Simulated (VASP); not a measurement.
# BaTiO3: input slips in a relaxation and what they do, part 2 of 2

Some relaxations of BaTiO3 get a fault in the input on purpose. Which of them show, and how? The starting structure is a measured crystal structure from the Crystallography Open Database. The first relaxation on each setting starts from this cell expanded by 3 % in volume.

VASP 6.6.1.

Results so far: reference 12.65 Å³ an atom.

**4. Relaxation with a smearing far too wide**

Level of this step: PBEsol, spin-polarised from an antiferromagnetic start; plane waves and PAW (Ba_sv, Ti_sv, O) (VASP).

A slip made on purpose: a smearing far too wide. Against step 2 the input has SIGMA = 2 (also changed: NELM).

Input file INCAR:

```
SYSTEM = BaTiO3
PREC = Accurate
ENCUT = 520
EDIFF = 1E-06
NELM = 60
ISMEAR = 0
SIGMA = 2
LREAL = .FALSE.
ALGO = Normal
GGA = PS
NBANDS = 55
ISPIN = 2
MAGMOM = 0 0 1 -1 0 0 0 0 0 0
LASPH = .TRUE.
LMAXMIX = 4
LORBIT = 11
LWAVE = .FALSE.
LCHARG = .FALSE.
KPAR = 16
IBRION = 2
NSW = 50
ISIF = 3
EDIFFG = -0.006
```

Input file POSCAR:

```
BaTiO3
1.0
    4.0456659460      0.0000000000      0.0000000000
    0.0000000000      4.0456659460      0.0000000000
    0.0000000000      0.0000000000      8.0913318920
Ba Ti O
2 2 6
Direct
    0.5000000000      0.5000000000      0.2500000000
    0.5000000000      0.5000000000      0.7500000000
    0.0000000000      0.0000000000      0.0000000000
    0.0000000000      0.0000000000      0.5000000000
    0.0000000000      0.0000000000      0.2500000000
    0.0000000000      0.0000000000      0.7500000000
    0.0000000000      0.5000000000      0.0000000000
    0.0000000000      0.5000000000      0.5000000000
    0.5000000000      0.0000000000      0.0000000000
    0.5000000000      0.0000000000      0.5000000000
```

Input file KPOINTS:

```
Automatic mesh
0
Gamma
6 6 4
0 0 0
```

Potentials, in the order of the species: Ba_sv, Ti_sv and O (PBE family, release 64).

Started as:

```
$ mpirun -np 16 vasp_std
```

The log of the run:

```text
[banner, memory and clock lines left out]
running   16 mpi-ranks, on    1 nodes
[...]
[... a notice as in an earlier step ...]

 [... a notice as in an earlier step ...]

 LDA part: xc-table for (Slater+PW92), standard interpolation
 POSCAR, INCAR and KPOINTS ok, starting setup
[...]
entering main loop
       N       E                     dE             d eps       ncg     rms          rms(c)
DAV:   1     0.941841707947E+03    0.94184E+03   -0.38783E+04  6600   0.155E+03
DAV:   2     0.351254370380E+02   -0.90672E+03   -0.84639E+03  7058   0.444E+02
DAV:   3    -0.962538424714E+02   -0.13138E+03   -0.12767E+03  8594   0.168E+02
DAV:   4    -0.104130407245E+03   -0.78766E+01   -0.78475E+01  9960   0.375E+01
[...]
DAV:  14    -0.852414106934E+02   -0.15611E-04   -0.17330E-04  8862   0.999E-02    0.211E-02
DAV:  15    -0.852414171287E+02   -0.64353E-05   -0.28742E-05 10222   0.222E-02    0.189E-02
DAV:  16    -0.852414165156E+02    0.61317E-06   -0.38109E-06  7491   0.150E-02
[...]
DAV:  12    -0.852518766064E+02    0.31931E-07   -0.34241E-07  4035   0.323E-03
   2 F= -.85251877E+02 E0= -.83052287E+02  d E =-.104601E-01  mag=    -0.0000
 trial-energy change:   -0.010460  1 .order   -0.009239   -0.080720    0.062242
 step:   0.5771(harm=  0.5646)  dis= 0.00000  next Energy=   -85.264944 (dE=-0.235E-01)
[...]
N       E                     dE             d eps       ncg     rms          rms(c)
DAV:   1    -0.853860780279E+02   -0.13420E+00   -0.31944E+00  8300   0.115E+01    0.284E+00
DAV:   2    -0.852848094467E+02    0.10127E+00   -0.37039E-01  8410   0.413E+00    0.109E+00
DAV:   3    -0.852775192665E+02    0.72902E-02   -0.11733E-01  9300   0.199E+00    0.104E+00
DAV:   4    -0.852635254203E+02    0.13994E-01   -0.29761E-02  9588   0.139E+00    0.146E-01
[...]
DAV:   9    -0.852649719527E+02   -0.18095E-05   -0.95763E-06  8857   0.135E-02    0.165E-02
DAV:  10    -0.852649700524E+02    0.19003E-05   -0.53683E-06  7039   0.126E-02    0.623E-03
DAV:  11    -0.852649698236E+02    0.22878E-06   -0.21870E-06  5422   0.589E-03
   3 F= -.85264970E+02 E0= -.83001612E+02  d E =-.235533E-01  mag=     0.0000
[...]
reached required accuracy - stopping structural energy minimisation
```

The job ended after 1.8 min (16 MPI ranks of Intel Xeon 6975P-C (Granite Rapids), shared host; peak memory 8.7 GiB; 27 min of CPU time).

From OUTCAR (step 4):

```text
  Total       -0.0101510     -0.0101510     -0.0106483      0.0000000      0.0000000      0.0000000
  in kB       -0.1252611     -0.1252611     -0.1313971      0.0000000      0.0000000      0.0000000
  external PRESSURE =      -0.1273064 kB  Pullay stress =       0.0000000 kB

 POSITION                                       TOTAL-FORCE (eV/Angst)
 -----------------------------------------------------------------------------------
      2.00953      2.00953      2.00953         0.000000      0.000000     -0.000000
      2.00953      2.00953      6.02860         0.000000      0.000000      0.000000
      0.00000      0.00000      0.00000        -0.000000     -0.000000     -0.000000
      0.00000      0.00000      4.01906        -0.000000     -0.000000     -0.000000
      0.00000      0.00000      2.00953         0.000000     -0.000000     -0.000000
      0.00000      0.00000      6.02860         0.000000      0.000000     -0.000000
      0.00000      2.00953     -0.00000         0.000000     -0.000000      0.000000
      0.00000      2.00953      4.01906         0.000000     -0.000000     -0.000000
      2.00953      0.00000      0.00000         0.000000      0.000000     -0.000000
      2.00953      0.00000      4.01906         0.000000      0.000000     -0.000000
 -----------------------------------------------------------------------------------
    total drift:                                0.000000     -0.000000      0.000000

  FREE ENERGIE OF THE ION-ELECTRON SYSTEM (eV)
  ---------------------------------------------------
  free  energy   TOTEN  =       -85.2649698236 eV

  energy  without entropy=      -80.7382551247  energy(sigma->0) =      -83.00161247

 magnetization (x)
# of ion       s       p       d       tot
------------------------------------------
    1        0.000   0.000   0.000   0.000
    2        0.000   0.000   0.000   0.000
    3       -0.000   0.000  -0.000  -0.000
    4        0.000  -0.000   0.000   0.000
    5        0.000   0.000   0.000   0.000
    6        0.000   0.000   0.000   0.000
    7       -0.000   0.000   0.000  -0.000
    8        0.000  -0.000   0.000   0.000
    9       -0.000   0.000   0.000  -0.000
   10        0.000  -0.000   0.000   0.000
--------------------------------------------------
tot          0.000   0.000   0.000   0.000

[... 2 parts as in an earlier step ...]

[... 2 further parts left out ...]
[key lines of the parts left out:]
E-fermi :   5.0077
```

With a smearing far too wide the cell ends at 12.984 Å³ an atom, +2.61 % from the reference.

**5. Relaxation with an ionic step far too long**

A slip made on purpose: an ionic step far too long. Against step 2 the input has IBRION = 1 and POTIM = 2 (also changed: NELM and NSW).

INCAR: that of step 4 with these lines changed.

```diff
@@ -6,3 +6,3 @@
 ISMEAR = 0
-SIGMA = 2
+SIGMA = 0.03
 LREAL = .FALSE.
@@ -19,5 +19,6 @@
 KPAR = 16
-IBRION = 2
-NSW = 50
+IBRION = 1
+NSW = 30
 ISIF = 3
 EDIFFG = -0.006
+POTIM = 2
```

POSCAR is that of step 4.

KPOINTS is that of step 4.

Started as:

```
$ mpirun -np 16 vasp_std
```

The log of the run:

```text
[... set-up lines as in an earlier step ...]
 entering main loop
       N       E                     dE             d eps       ncg     rms          rms(c)
DAV:   1     0.944728061712E+03    0.94473E+03   -0.38783E+04  6600   0.155E+03
DAV:   2     0.356154539522E+02   -0.90911E+03   -0.84185E+03  7058   0.443E+02
DAV:   3    -0.962454372141E+02   -0.13186E+03   -0.12923E+03  8594   0.168E+02
DAV:   4    -0.104120803904E+03   -0.78754E+01   -0.78468E+01  9960   0.375E+01
[...]
DAV:  14    -0.838266531321E+02   -0.23649E-04   -0.76664E-05  8521   0.674E-02    0.283E-02
DAV:  15    -0.838266492453E+02    0.38868E-05   -0.24219E-05  8689   0.243E-02    0.881E-03
DAV:  16    -0.838266489522E+02    0.29308E-06   -0.13140E-06  5170   0.646E-03
   1 F= -.83826649E+02 E0= -.83826649E+02  d E =-.838266E+02  mag=    -0.0000
[...]
2 F= -.73927810E+02 E0= -.73927810E+02  d E =0.989884E+01  mag=    -0.0000
[...]
3 F= -.83955939E+02 E0= -.83955939E+02  d E =-.100281E+02  mag=     0.0000
[...]
4 F= -.83968143E+02 E0= -.83968143E+02  d E =-.122041E-01  mag=    -0.0000
[...]
5 F= -.83969286E+02 E0= -.83969286E+02  d E =-.114365E-02  mag=    -0.0000
 BRION: g(F)=  0.291E-59 g(S)=  0.445E-04 retain N=  1 mean eig= 0.13
 eig:   0.129
 reached required accuracy - stopping structural energy minimisation
```

Elapsed: 2.7 min, on 16 MPI ranks; peak memory 8.7 GiB.

From OUTCAR (step 5):

```text
  Total       -0.0324860     -0.0324860     -0.0139673      0.0000000     -0.0000000      0.0000000
  in kB       -0.4114024     -0.4114024     -0.1768812      0.0000000     -0.0000000      0.0000000
  external PRESSURE =      -0.3332287 kB  Pullay stress =       0.0000000 kB

 POSITION                                       TOTAL-FORCE (eV/Angst)
 -----------------------------------------------------------------------------------
      1.99233      1.99233      1.99204         0.000000      0.000000      0.000000
      1.99233      1.99233      5.97613         0.000000      0.000000     -0.000000
     -0.00000      0.00000     -0.00000         0.000000      0.000000     -0.000000
     -0.00000     -0.00000      3.98409         0.000000      0.000000     -0.000000
     -0.00000     -0.00000      1.99204        -0.000000     -0.000000      0.000000
      0.00000     -0.00000      5.97613        -0.000000     -0.000000      0.000000
     -0.00000      1.99233     -0.00000         0.000000      0.000000     -0.000000
     -0.00000      1.99233      3.98409         0.000000      0.000000      0.000000
      1.99233     -0.00000      0.00000         0.000000      0.000000     -0.000000
      1.99233     -0.00000      3.98409         0.000000      0.000000      0.000000
 -----------------------------------------------------------------------------------
    total drift:                                0.000000     -0.000000      0.000000

  FREE ENERGIE OF THE ION-ELECTRON SYSTEM (eV)
  ---------------------------------------------------
  free  energy   TOTEN  =       -83.9692862894 eV

  energy  without entropy=      -83.9692862894  energy(sigma->0) =      -83.96928629

 magnetization (x)
# of ion       s       p       d       tot
------------------------------------------
    1        0.000   0.000   0.000   0.000
    2        0.000   0.000   0.000   0.000
    3       -0.000   0.000   0.000   0.000
    4        0.000  -0.000  -0.000  -0.000
    5        0.000   0.000   0.000   0.000
    6        0.000   0.000   0.000   0.000
    7       -0.000  -0.000   0.000  -0.000
    8        0.000   0.000   0.000   0.000
    9       -0.000  -0.000   0.000  -0.000
   10        0.000   0.000   0.000   0.000
--------------------------------------------------
tot          0.000   0.000   0.000   0.000

[... 2 parts as in an earlier step ...]

[... 2 further parts left out ...]
[key lines of the parts left out:]
E-fermi :   3.9314
```

With an ionic step far too long the cell ends at 12.651 Å³ an atom, -0.02 % from the reference.

**6. Relaxation with a loose electronic threshold**

A slip made on purpose: a loose electronic threshold. Against step 2 the input has EDIFF = 0.01 (also changed: NELM and NSW).

INCAR: that of step 5 with these lines changed.

```diff
@@ -3,3 +3,3 @@
 ENCUT = 520
-EDIFF = 1E-06
+EDIFF = 0.01
 NELM = 60
@@ -19,3 +19,3 @@
 KPAR = 16
-IBRION = 1
+IBRION = 2
 NSW = 30
@@ -23,2 +23 @@
 EDIFFG = -0.006
-POTIM = 2
```

POSCAR is that of step 5.

KPOINTS is that of step 5.

Started as:

```
$ mpirun -np 16 vasp_std
```

The log of the run:

```text
[... set-up lines as in an earlier step ...]
 entering main loop
       N       E                     dE             d eps       ncg     rms          rms(c)
[... 9 cycles as in an earlier step ...]
DAV:  10    -0.838332761928E+02    0.12234E-02   -0.65918E-02  8802   0.122E+00
   1 F= -.83833276E+02 E0= -.83833276E+02  d E =-.838333E+02  mag=     0.0000
[... from here on, the cycles between the ionic steps are left out ...]
   2 F= -.83925146E+02 E0= -.83925146E+02  d E =-.918699E-01  mag=    -0.0000
   3 F= -.83966384E+02 E0= -.83966384E+02  d E =-.133108E+00  mag=    -0.0000
   5 F= -.83969694E+02 E0= -.83969694E+02  d E =-.136418E+00  mag=    -0.0000
   7 F= -.83969446E+02 E0= -.83969446E+02  d E =-.136170E+00  mag=    -0.0000
   9 F= -.83968939E+02 E0= -.83968939E+02  d E =0.507447E-03  mag=    -0.0000
  11 F= -.83968936E+02 E0= -.83968936E+02  d E =0.510365E-03  mag=     0.0000
  13 F= -.83969171E+02 E0= -.83969171E+02  d E =-.234928E-03  mag=     0.0000
  15 F= -.83969363E+02 E0= -.83969363E+02  d E =-.427463E-03  mag=     0.0000
  17 F= -.83968541E+02 E0= -.83968541E+02  d E =0.395329E-03  mag=    -0.0000
  19 F= -.83968907E+02 E0= -.83968907E+02  d E =0.293280E-04  mag=    -0.0000
  21 F= -.83969090E+02 E0= -.83969090E+02  d E =-.175256E-03  mag=    -0.0000
  23 F= -.83969102E+02 E0= -.83969102E+02  d E =-.186898E-03  mag=    -0.0000
  25 F= -.83967905E+02 E0= -.83967905E+02  d E =0.101015E-02  mag=     0.0000
  27 F= -.83968290E+02 E0= -.83968290E+02  d E =0.624508E-03  mag=     0.0000
  29 F= -.83968830E+02 E0= -.83968830E+02  d E =-.513398E-03  mag=     0.0000
  30 F= -.83969855E+02 E0= -.83969855E+02  d E =-.153875E-02  mag=    -0.0000
[...]
opt :   1.0913  next Energy=   -83.978087 (dE=-0.977E-02)
```

Elapsed: 4.8 min, on 16 MPI ranks; peak memory 9 GiB.

Parts of OUTCAR (step 6):

```text
  Total        1.1107217      1.1107217      1.1147364      0.0000000     -0.0000000      0.0000000
  in kB       14.0601399     14.0601399     14.1109595      0.0000000     -0.0000000      0.0000000
  external PRESSURE =      14.0770798 kB  Pullay stress =       0.0000000 kB

 POSITION                                       TOTAL-FORCE (eV/Angst)
 -----------------------------------------------------------------------------------
      1.99255      1.99255      1.99244         0.000000     -0.000000     -0.000000
      1.99255      1.99255      5.97733         0.000000     -0.000000      0.000000
      0.00000      0.00000      0.00000        -0.000000     -0.000000     -0.000000
      0.00000     -0.00000      3.98489        -0.000000     -0.000000     -0.000000
      0.00000     -0.00000      1.99244         0.000000      0.000000      0.000000
      0.00000     -0.00000      5.97733         0.000000      0.000000     -0.000000
      0.00000      1.99255      0.00000         0.000000      0.000000     -0.000000
      0.00000      1.99255      3.98489         0.000000      0.000000     -0.000000
      1.99255      0.00000      0.00000         0.000000     -0.000000      0.000000
      1.99255     -0.00000      3.98489         0.000000      0.000000     -0.000000
 -----------------------------------------------------------------------------------
    total drift:                                0.000000     -0.000000      0.000000

  FREE ENERGIE OF THE ION-ELECTRON SYSTEM (eV)
  ---------------------------------------------------
  free  energy   TOTEN  =       -83.9698551784 eV

  energy  without entropy=      -83.9698551784  energy(sigma->0) =      -83.96985518

 magnetization (x)
# of ion       s       p       d       tot
------------------------------------------
    1        0.000   0.000   0.000   0.000
    2        0.000   0.000   0.000   0.000
    3       -0.000   0.000   0.000  -0.000
    4        0.000  -0.000  -0.000   0.000
    5        0.000   0.000   0.000   0.000
    6        0.000   0.000   0.000   0.000
    7       -0.000  -0.000   0.000  -0.000
    8        0.000   0.000   0.000   0.000
    9       -0.000  -0.000   0.000  -0.000
   10        0.000   0.000   0.000   0.000
--------------------------------------------------
tot          0.000   0.000   0.000   0.000

[... 1 part as in an earlier step ...]

[... 2 further parts left out ...]
[key lines of the parts left out:]
E-fermi :   3.9420
```

Logs of long relaxations may skip ionic steps without a mark.

The relaxation used up its 30 ionic steps (NSW) before forces and stress met EDIFFG.

**7. Relaxation with spin polarisation switched off**

A slip made on purpose: spin polarisation switched off. Against step 2 the input has no ISPIN and no MAGMOM (also changed: NBANDS and LMAXMIX). This run starts from the cell of an earlier relaxation, which isn't shown; the restart sets up the plane waves anew.

Input file INCAR:

```
SYSTEM = BaTiO3
PREC = Accurate
ENCUT = 520
EDIFF = 1E-06
NELM = 100
ISMEAR = 0
SIGMA = 0.03
LREAL = .FALSE.
ALGO = Normal
GGA = PS
NBANDS = 50
LASPH = .TRUE.
LORBIT = 11
LWAVE = .FALSE.
LCHARG = .FALSE.
KPAR = 16
IBRION = 2
NSW = 50
ISIF = 3
EDIFFG = -0.006
```

POSCAR: that of step 6 with these lines changed.

```diff
@@ -2,5 +2,5 @@
 1.0
-    4.0456659460      0.0000000000      0.0000000000
-    0.0000000000      4.0456659460      0.0000000000
-    0.0000000000      0.0000000000      8.0913318920
+    3.9847194471      0.0000000000      0.0000000000
+    0.0000000000      3.9847194471      0.0000000000
+    0.0000000000      0.0000000000      7.9693772998
 Ba Ti O
```

KPOINTS is that of step 6.

Started as:

```
$ mpirun -np 16 vasp_std
```

The log of the run:

```text
[... set-up lines as in an earlier step ...]
 entering main loop
       N       E                     dE             d eps       ncg     rms          rms(c)
DAV:   1     0.998153239515E+03    0.99815E+03   -0.39644E+04  3000   0.172E+03
DAV:   2     0.466743392506E+02   -0.95148E+03   -0.89492E+03  3376   0.491E+02
DAV:   3    -0.957241177424E+02   -0.14240E+03   -0.13916E+03  4010   0.185E+02
DAV:   4    -0.104191245521E+03   -0.84671E+01   -0.84502E+01  4376   0.425E+01
[...]
DAV:  16    -0.839630056620E+02    0.55812E-05   -0.11094E-05  3854   0.288E-02    0.125E-02
DAV:  17    -0.839630044677E+02    0.11942E-05   -0.11531E-05  3282   0.148E-02    0.544E-03
DAV:  18    -0.839630040988E+02    0.36899E-06   -0.82961E-07  2092   0.780E-03
   1 F= -.83963004E+02 E0= -.83963004E+02  d E =-.839630E+02
[...]
reached required accuracy - stopping structural energy minimisation
```

Run time: 22 s. Hardware: 16 MPI ranks; peak memory 5.6 GiB; 5.4 min of CPU time.

From OUTCAR (step 7):

```text
  Total       -0.0419142     -0.0419142     -0.0453447      0.0000000      0.0000000      0.0000000
  in kB       -0.5307036     -0.5307036     -0.5741398      0.0000000      0.0000000      0.0000000
  external PRESSURE =      -0.5451823 kB  Pullay stress =       0.0000000 kB

 POSITION                                       TOTAL-FORCE (eV/Angst)
 -----------------------------------------------------------------------------------
      1.99236      1.99236      1.99234         0.000000      0.000000      0.000000
      1.99236      1.99236      5.97703         0.000000      0.000000      0.000000
      0.00000      0.00000      0.00000        -0.000000     -0.000000      0.000000
      0.00000      0.00000      3.98469        -0.000000     -0.000000      0.000000
      0.00000      0.00000      1.99234        -0.000000      0.000000      0.000000
      0.00000      0.00000      5.97703         0.000000      0.000000      0.000000
      0.00000      1.99236      0.00000         0.000000     -0.000000     -0.000000
      0.00000      1.99236      3.98469         0.000000     -0.000000      0.000000
      1.99236      0.00000      0.00000         0.000000      0.000000      0.000000
      1.99236      0.00000      3.98469         0.000000      0.000000      0.000000
 -----------------------------------------------------------------------------------
    total drift:                                0.000000     -0.000000      0.000000

  FREE ENERGIE OF THE ION-ELECTRON SYSTEM (eV)
  ---------------------------------------------------
  free  energy   TOTEN  =       -83.9630040988 eV

  energy  without entropy=      -83.9630040988  energy(sigma->0) =      -83.96300410

[... 1 part as in an earlier step ...]

[... 3 further parts left out ...]
[key lines of the parts left out:]
E-fermi :   4.0766
```

With spin polarisation switched off the cell ends at 12.654 Å³ an atom, +0.00 % from the reference.

**8. Comparison**

| run | ended | volume (Å³/atom) | change (%) | pressure left (GPa) | core minutes |
| --- | --- | --- | --- | --- | --- |
| reference | converged | 12.653 | - | -0.04 | 41.9 |
| a functional's name that the tag doesn't take | stopped by VASP | - | - | - | 2.13 |
| a smearing far too wide | converged | 12.984 | 2.61 | -0.01 | 28.0 |
| an ionic step far too long | converged | 12.651 | -0.02 | -0.03 | 43.0 |
| a loose electronic threshold | not converged | - | - | - | 76.8 |
| spin polarisation switched off | converged | 12.654 | 0.0 | -0.05 | 18.1 |

Core minutes are wall time times ranks, summed over the relaxations behind a row (those for a bulk modulus apart), on shared hosts.

**9. What came out**

| Quantity | Value |
| --- | --- |
| volume of the reference | 12.65 Å³/atom |
| volume against the reference, a smearing far too wide | +2.61 % |
| volume against the reference, an ionic step far too long | -0.02 % |
| volume against the reference, spin polarisation switched off | +0.00 % |
| run with a functional's name that the tag doesn't take | stopped by VASP |
| run with a loose electronic threshold | not converged |

In words: VASP stopped by itself in the run with a functional's name that the tag doesn't take. The run with a loose electronic threshold didn't converge. Finished, but with signs in the output that stand out against the reference: a smearing far too wide, with the volume changed by +2.6 % (signs: -2.9 GPa at the first ionic step (of the first relaxations, not shown; reference: -7.4 GPa) and a large entropy term in the energy); an ionic step far too long, with the volume changed by less than 0.1 % (signs: an energy that rises by up to 1.0 eV an atom on the way). Little came of spin polarisation switched off in this material. The reference holds hardly any moment itself, so leaving spin out changes little against it; other magnetic starts weren't tried. The reference was restarted once and some of the runs with a slip weren't, so their cells may not have settled fully. Further runs on this material are not shown.

[Lines on the potential files, build, host, timing and source positions are cut from VASP's logs without a mark.]

[Logs are printed without paths, hosts, clocks, repeated set-up lines and the standing remarks that a program may print on its own settings, such as how far it seeks lower states.]

[Hosts, paths, dates, database ids (printed as entryN), source tags and the programs' standing remarks are cut or masked in the printed files.]
